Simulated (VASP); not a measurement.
Wanted: the native input for a VASP 6.6.1 run.

```yaml
Task: relaxation of cell and atoms
Functional: LDA
Potentials_or_basis: VASP PAW LDA potentials, release 64 (Pb_d, Te)
Cutoff: 600 eV
k_mesh: 10 × 10 × 10
Occupations: gaussian, width 0.01 eV
Spin: no spin polarisation
Dipole_correction: no
Further_INCAR_settings: ALGO = Fast; EDIFF = 1e-06; IBRION = 2; EDIFFG = -0.005; NSW = 80; ISIF = 3
```

The structure of TePb lies in POSCAR:

```
TePb
1.0
    0.0000000000      3.2200000000      3.2200000000
    3.2200000000      0.0000000000      3.2200000000
    3.2200000000      3.2200000000      0.0000000000
Pb Te
1 1
Direct
    0.0000000000      0.0000000000      0.0000000000
    0.5000000000      0.5000000000      0.5000000000
```

The cell was built by a generator and needn't be a form met in nature.

These files were run (other wordings do the same):

INCAR

```
PREC     = Accurate       # precision mode
ENCUT    = 600            # plane-wave cutoff, eV
EDIFF    = 1E-6           # SCF threshold, eV
ISMEAR   = 0              # smearing method
SIGMA    = 0.01           # smearing width, eV
LREAL    = F              # projectors in reciprocal space
LASPH    = T              # aspherical terms in the spheres
NELM     = 100            # most SCF steps
ALGO     = Fast           # electronic algorithm
ISIF     = 3              # what is computed and relaxed
LWAVE    = F              # write WAVECAR
LCHARG   = F              # write CHGCAR
IBRION   = 2              # ionic algorithm
NSW      = 80             # ionic steps
EDIFFG   = -0.005         # ionic threshold
```

KPOINTS

```
regular mesh
0
Gamma
  10 10 10
```

Potentials or basis: VASP PAW LDA potentials, release 64 (Pb_d, Te).

Run with:

```sh
$ cat potpaw_LDA.64/Pb_d/POTCAR potpaw_LDA.64/Te/POTCAR > POTCAR
$ mpirun -np 1 vasp_std > vasp.out
```

Results of the run:

| Property | Result |
| --- | --- |
| Relaxed volume | 32.55 Å³/atom |
| Relaxed cell | a = 4.515 Å, b = 4.515 Å, c = 4.515 Å, α = 60.00°, β = 60.00°, γ = 60.00° |
| Space group after relaxing (to 0.05 Å) | Fm-3m (No. 225) |
| Energy gained by relaxing | 3.2 meV/atom |
| Ionic steps | 5 |
| Pressure after relaxing | 0.0 GPa |
| Band gap on the k mesh | 0.56 eV, direct |

Caveat: spin-orbit coupling is left out, which as a rule narrows the gap of such compounds by several tenths of an eV.

It took 68 s on 1 thread of Intel(R) Xeon(R) 6975P-C (Granite Rapids), on a shared host, peak memory 0.21 GiB.
